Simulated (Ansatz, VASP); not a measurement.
## One calculation of Mo, two programs

INCAR

```
SYSTEM = Mo
PREC = Accurate ; ENCUT = 520
EDIFF = 1E-7 ; ISMEAR = 0
SIGMA = 0.15 ; LREAL = .FALSE.
LASPH = .TRUE. ; NELM = 80
ALGO = Fast ; ISIF = 2
LWAVE = .FALSE. ; LCHARG = .FALSE.
GGA = PE ; NBANDS = 13
```

KPOINTS

```
Automatic mesh
0
G
  20 20 20
  0 0 0
```

Contents of POSCAR:

```
Mo
1.0
   -0.1100565412      2.0010280217      2.0010280217
    1.8909714805      0.0000000000      1.8909714805
    2.0010280217      2.0010280217     -0.1100565412
Mo
1
Direct
    0.0000000000      0.0000000000      0.0000000000
```

Input for Ansatz:

```yaml
crystal:
  lattice:
    - [-0.1100565412, 2.0010280217, 2.0010280217]
    - [1.8909714805, 0.0, 1.8909714805]
    - [2.0010280217, 2.0010280217, -0.1100565412]
  atoms:
    - { symbol: Mo, position: [0.0, 0.0, 0.0] }
basis:
  ecutwfc: 420
kpoints:
  mp_grid: { grid: [20, 20, 20] }
hamiltonian:
  xc: pbe
scf:
  occupations: { method: gaussian, width: 0.15 }
output:
  forces: true
  stress: true
  eigenvalues: true
```

Change from the starting cell: engineering shear strain xz -0.1100, normal strain along z +0.0000.

Alike in both runs: task single point; functional PBE; k mesh 20 × 20 × 20; occupations gaussian, width 0.15 eV; no spin polarisation.

```csv
,VASP,Ansatz
version,VASP 6.6.1,Ansatz 0.2.0
potentials or method,"VASP PAW PBE potentials, release 64 (Mo_sv)","scalar-relativistic, plane waves, PAW"
plane-wave cutoff (eV),520,420
valence electrons in the cell,14,14
```

|  | VASP | Ansatz | Ansatz less VASP |
| --- | --- | --- | --- |
| gap on the k mesh at the Fermi level (eV) | none | none | - |
| pressure (GPa) | 3.1 | 2.7 | -0.48 |
| largest component of the traceless stress (GPa) | 2.53 | 2.54 | 0.000 |

A gap of «none» marks a metal or a gap that the smearing closes.
